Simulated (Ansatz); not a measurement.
**Strain and the gap of AlN (zincblende)**

AlN in the zincblende structure, relaxed with r2SCAN in Ansatz 0.2.0. Space group F-43m (No. 216), cubic; a = 4.370 Å in the conventional setting, 10.43 Å³ an atom. Al is surrounded by 4 N at 1.89 Å; N is surrounded by 4 Al at 1.89 Å.

The axes x, y and z are those of this cell:
```yaml
crystal:
  lattice:
    - [0.00000, 2.18488, 2.18488]
    - [2.18488, 0.00000, 2.18488]
    - [2.18488, 2.18488, 0.00000]
  atoms:
    - { symbol: Al, position: [0.00000, 0.00000, 0.00000] }
    - { symbol: N, position: [0.25000, 0.25000, 0.25000] }
```

Unstrained: PBE gives an indirect gap of 3.325 eV, from Γ to X; the least direct gap is 4.176 eV at Γ. The r2SCAN gap is indirect, 3.941 eV (Γ to X), below the direct gap of 4.842 eV at Γ. HSE06 gives an indirect gap of 4.552 eV, from Γ to X; the least direct gap is 5.547 eV at Γ. Meshes: PBE 10×10×10, r2SCAN 10×10×10, HSE06 8×8×8. Strains are changes of length per length. After each strain the atoms were relaxed again with r2SCAN within the symmetry that the strain leaves, so tilts or polar shifts that break it weren't tested; points keep the names that they have in the unstrained zone. No spin polarisation and no zero-point or thermal motion.

Changes of the least gap in eV (an overlap counts as a negative gap):

| strain | volume change (%) | space group | PBE | r2SCAN | HSE06 | G0W0@PBE (mesh) | energy rise, r2SCAN (meV/atom) |
| --- | --- | --- | --- | --- | --- | --- | --- |
| uniaxial -4.0 % along z | -4.0 | I-4m2 | -0.200 | -0.195 | -0.189 | -0.17 | 16.2 |
| uniaxial -3.0 % along z | -3.0 | I-4m2 | -0.153 | -0.148 | -0.144 | -0.13 | 9.1 |
| uniaxial -2.0 % along z | -2.0 | I-4m2 | -0.103 | -0.100 | -0.097 | -0.09 | 4.0 |
| uniaxial -1.0 % along z | -1.0 | I-4m2 | -0.052 | -0.051 | -0.049 | -0.04 | 1.0 |
| uniaxial +1.0 % along z | +1.0 | I-4m2 | -0.035 | -0.039 | -0.040 | -0.05 | 1.0 |
| uniaxial +2.0 % along z | +2.0 | I-4m2 | -0.069 | -0.077 | -0.080 | -0.10 | 4.0 |
| uniaxial +3.0 % along z | +3.0 | I-4m2 | -0.105 | -0.116 | -0.121 | -0.14 | 8.9 |
| uniaxial +4.0 % along z | +4.0 | I-4m2 | -0.140 | -0.155 | -0.161 | -0.19 | 15.9 |

Unstrained, G0W0@PBE with 87 empty bands, a screening cutoff of 150 eV and a 6×6×6 mesh gives 4.68 eV on its mesh; the band count follows the volume. G0W0 here is at a finite number of bands, screening cutoff and k mesh, not at the basis limit.

Uniaxial -4.0 % along z, other directions held. HSE06: the gap goes from 4.552 to 4.363 eV (-0.189 eV); with r2SCAN the top three valence levels at Γ, degenerate before, become 1+2 from the top over 162 meV. Stress change with r2SCAN, compression positive: xx +7.46, yy +7.46, zz +12.47 GPa.

Uniaxial -3.0 % along z, other directions held. HSE06: the gap goes from 4.552 to 4.408 eV (-0.144 eV); with r2SCAN the top three valence levels at Γ, degenerate before, become 1+2 from the top over 123 meV. Stress change with r2SCAN, compression positive: xx +5.40, yy +5.40, zz +9.33 GPa.

Uniaxial -2.0 % along z, other directions held. HSE06: the gap goes from 4.552 to 4.455 eV (-0.097 eV); with r2SCAN the top three valence levels at Γ, degenerate before, become 1+2 from the top over 83 meV. Stress change with r2SCAN, compression positive: xx +3.47, yy +3.47, zz +6.20 GPa.

Uniaxial -1.0 % along z, other directions held. HSE06: the gap goes from 4.552 to 4.503 eV (-0.049 eV); with r2SCAN the top three valence levels at Γ, degenerate before, become 1+2 from the top over 42 meV. Stress change with r2SCAN, compression positive: xx +1.68, yy +1.68, zz +3.09 GPa.

Uniaxial +1.0 % along z, other directions held. HSE06: the gap goes from 4.552 to 4.512 eV (-0.040 eV); the X points, equivalent before, split by 47 meV, and the conduction bottom lies at those like (0, 1/2, 1/2); the edges go from Γ → X to Γ–K (0.13) → X; with r2SCAN the top three valence levels at Γ, degenerate before, become 2+1 from the top over 43 meV. Stress change with r2SCAN, compression positive: xx -1.56, yy -1.56, zz -3.07 GPa.

Uniaxial +2.0 % along z, other directions held. HSE06: the gap goes from 4.552 to 4.472 eV (-0.080 eV); the X points, equivalent before, split by 93 meV, and the conduction bottom lies at those like (0, 1/2, 1/2); the edges go from Γ → X to Γ–K (0.19) → X; with r2SCAN the top three valence levels at Γ, degenerate before, become 2+1 from the top over 88 meV. Stress change with r2SCAN, compression positive: xx -3.00, yy -3.00, zz -6.11 GPa.

Uniaxial +3.0 % along z, other directions held. HSE06: the gap goes from 4.552 to 4.431 eV (-0.121 eV); the X points, equivalent before, split by 138 meV, and the conduction bottom lies at those like (0, 1/2, 1/2); the edges go from Γ → X to Γ–K (0.20) → X; with r2SCAN the top three valence levels at Γ, degenerate before, become 2+1 from the top over 133 meV. Stress change with r2SCAN, compression positive: xx -4.34, yy -4.34, zz -9.13 GPa.

Uniaxial +4.0 % along z, other directions held. HSE06: the gap goes from 4.552 to 4.391 eV (-0.161 eV); the X points, equivalent before, split by 182 meV, and the conduction bottom lies at those like (0, 1/2, 1/2); the edges go from Γ → X to Γ–K (0.22) → X; with r2SCAN the top three valence levels at Γ, degenerate before, become 2+1 from the top over 179 meV. Stress change with r2SCAN, compression positive: xx -5.57, yy -5.57, zz -12.12 GPa.

Where an edge lies off the special points, it is a point of the mesh or the k point where a search put PBE's edge or least direct gap, reused for the other functionals, whose own edges may lie a little apart.

The meshes of the hybrids are coarse, so their gaps aren't converged to the digits shown.

The splittings at Γ are without spin-orbit coupling, which regroups them where it is of like size or larger.
